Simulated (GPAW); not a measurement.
TiB2:

```
Ti B
1.0
     3.02920    0.00000    0.00000
    -1.51460    2.62336    0.00000
     0.00000    0.00000    3.22840
Ti B
1 2
Direct
  0.00000 0.00000 0.00000
  0.66667 0.33333 0.50000
  0.33333 0.66667 0.50000
```

Base run:

* Program: GPAW 26.7.0
* Functional: RPBE
* Potentials or basis: the program's PAW data sets (release 1.2.1) made for this functional
* Cutoff: 800 eV
* Basis: pw
* k mesh: 9 × 9 × 7
* Occupations: fermi-dirac, width 0.05 eV
* Spin: no spin polarisation

Its results: pressure 5.3 GPa.

Q: After a change of settings the same cell gave: pressure 4.2 GPa. Which change was it?
A. functional from RPBE to revPBE
B. functional from RPBE to PW91; potentials or basis from the program's PAW data sets (release 1.2.1) made for this functional to PAW data sets generated in the run's folder for this functional
C. functional from RPBE to LDA
D. functional from RPBE to BLYP; potentials or basis from the program's PAW data sets (release 1.2.1) made for this functional to PAW data sets generated in the run's folder for this functional

A: A.

Runs at the PBE level aren't shown here.
